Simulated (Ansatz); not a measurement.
# Structure types of TiC at a series of pressures

All-electron LAPW in Ansatz 0.2.0 under PBE, scalar-relativistic, energies extrapolated to zero smearing, no spin–orbit coupling; spin polarisation is left out. At each pressure a set of structure types was relaxed with symmetry kept. The table gives H = E + pV above the lowest type of that row in meV/atom (up to 5 of noise); a dash means not tried or turned into another type. Real phases may be missing from the set: zincblende wasn't tried throughout, and may lie lower. k spacings are near 0.17 to 0.21 Å⁻¹, smearing 0.05 to 0.1 eV.

**Question.** Among rocksalt, WC, NiAs, CsCl, which leads at 0.041, 21, 51, 100, 180, 300 GPa?

**Answer.** rocksalt at 0.041 GPa; rocksalt at 21 GPa; rocksalt at 51 GPa; rocksalt at 100 GPa; rocksalt at 180 GPa; rocksalt at 300 GPa.

| p (GPa) | V of the lowest (Å³/atom) | rocksalt | WC | NiAs | CsCl |
| --- | --- | --- | --- | --- | --- |
| 0.041 | 10.17 | 0 | 679 | 440 | 1177 |
| 21 | 9.46 | 0 | 752 | 512 | 1144 |
| 51 | 8.74 | 0 | 829 | 597 | 1090 |
| 100 | 7.95 | 0 | 918 | 711 | 988 |
| 180 | 7.12 | 0 | 1004 | 858 | 811 |
| 300 | 6.32 | 0 | 1048 | 1020 | 552 |
